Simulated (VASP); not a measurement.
Input of a VASP 6.6.1 run:

The input INCAR:

```
ALGO = Fast
EDIFF = 1E-6
EDIFFG = -0.02
ENCUT = 600
GGA = RP
IBRION = 2
ISIF = 3
ISMEAR = -1
IVDW = 11
LASPH = True
LCHARG = False
LREAL = False
LWAVE = False
NELM = 80
NSW = 60
PREC = Accurate
SIGMA = 0.05
```

The input KPOINTS:

```
k-points
0
Gamma
  7 5 3
```

The input POSCAR:

```
TiO2
1.0
    2.9682645463      0.0000000000      0.0000000000
    0.0002080834      4.7076067549      0.0000000000
    1.4835696211      0.2423534620      7.0834647979
Ti O
3 6
Direct
    0.0033718700      0.0003888100      0.0007031900
    0.3446402100      0.4802596500      0.3169598700
    0.6617081400      0.5204743600      0.6844963600
    0.4400381600      0.1854376900      0.1285388000
    0.7779263400      0.2977287500      0.4518780700
    0.1012362400      0.3089534200      0.8062432200
    0.9064972100      0.6918369900      0.1951715700
    0.2294071500      0.7030072800      0.5495147300
    0.5680256700      0.8153000600      0.8728271800
```

Potentials or basis: VASP PAW PBE potentials, release 64 (Ti_sv, O).

Command:

```bash
$ cat potpaw_PBE.64/Ti_sv/POTCAR potpaw_PBE.64/O/POTCAR > POTCAR
$ mpirun -np 1 vasp_std > vasp.out
```

Estimate the band gap on the k mesh.

2.24 eV, indirect (least direct gap 2.25 eV).

Predict the space group after relaxing (to 0.05 Å).

C2/m (No. 12).

The path:
| step | energy change (eV) | largest force (eV/Å) | pressure (GPa) | volume (Å³) |
| --- | --- | --- | --- | --- |
| 1 | 0.0000 | 0.4392 | 4.35 | 98.98 |
| 2 | 0.0226 | 0.5087 | -5.46 | 103.32 |
| 3 | -0.0287 | 0.1271 | -0.15 | 100.80 |
| 4 | -0.0287 | 0.1226 | 0.01 | 100.77 |
| 5 | -0.0299 | 0.0672 | 0.00 | 100.79 |
| 6 | -0.0300 | 0.0707 | 0.00 | 100.80 |
| 7 | -0.0307 | 0.0325 | -0.11 | 100.82 |
| 8 | -0.0307 | 0.0337 | -0.12 | 100.82 |
| 9 | -0.0311 | 0.0216 | -0.02 | 100.72 |
| 10 | -0.0312 | 0.0365 | 0.07 | 100.63 |
| 11 | -0.0312 | 0.0453 | 0.10 | 100.61 |
| 12 | -0.0315 | 0.0285 | -0.07 | 100.62 |
| 13 | -0.0315 | 0.0244 | -0.13 | 100.62 |
| 14 | -0.0316 | 0.0195 | 0.07 | 100.50 |

Caveat: the PAW data sets were made with another functional, which shifts forces and pressure a little; an odd mesh through Γ misses points on the zone boundary, where band edges often lie. A hybrid or GW would open this gap; RPBE tends to underestimate it.
